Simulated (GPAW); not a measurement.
Crystal: BN.

```
N B
1.0
     0.00000    1.81300    1.81300
     1.81300    0.00000    1.81300
     1.81300    1.81300    0.00000
N B
1 1
Direct
  0.25000 0.25000 0.25000
  0.00000 0.00000 0.00000
```

The cell is a database's computed one.

Base run:

```yaml
Program: GPAW 26.7.0
Functional: PBE
Potentials_or_basis: GPAW PAW data sets (gpaw-data 1.2.1)
Cutoff: 800 eV
Basis: pw
k_mesh: 10 × 10 × 10
Occupations: fermi-dirac, width 0.05 eV
Spin: no spin polarisation
```

Its results: band gap on the k mesh 4.46 eV, indirect (least direct gap 8.79 eV); pressure -1.6 GPa.

Question: The run is repeated on the same cell with these changes: functional from PBE to r2SCAN; k mesh from 10 × 10 × 10 to 13 × 13 × 13. What comes out?

Answer: Band gap on the k mesh 5.06 eV, indirect (least direct gap 9.50 eV); pressure -6.3 GPa.

Several settings changed at once, so the effect can't be laid on one alone.

Caveats: the PAW data sets were made with another functional, which shifts forces and pressure a little (some runs).

Not every run made on this cell is shown here.
